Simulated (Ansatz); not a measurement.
By PBEsol, the system below comes out a metal.

A figure of merit of an interconnect metal is its ballistic conductance per area.

Input:

```
CELL_PARAMETERS angstrom
      5.45649     0.00000     0.00000
      1.77412     5.16002     0.00000
      1.77412     1.26607     2.22036
ATOMIC_POSITIONS crystal
  Ru 0.50000 0.50000 0.50000
  Ru 0.00000 0.00000 0.00000
  O  0.19456 0.80544 0.50000
  O  0.80544 0.19456 0.50000
  O  0.69456 0.69456 0.61088
  O  0.30544 0.30544 0.38912
```

The cell is taken as given; by PBEsol it stands under a pressure of -4.0 GPa.

The current flows along the normal of the first two printed cell vectors, the (111) plane of the conventional cell. No spin-orbit coupling; the value is a mean over 0.1 eV about the Fermi level.

Estimate the ballistic conductance per area that PBEsol (Ansatz, a quantum-chemistry and plane-wave program) returns for this system.

0.60 × 10¹⁵ S/m² for both spins.
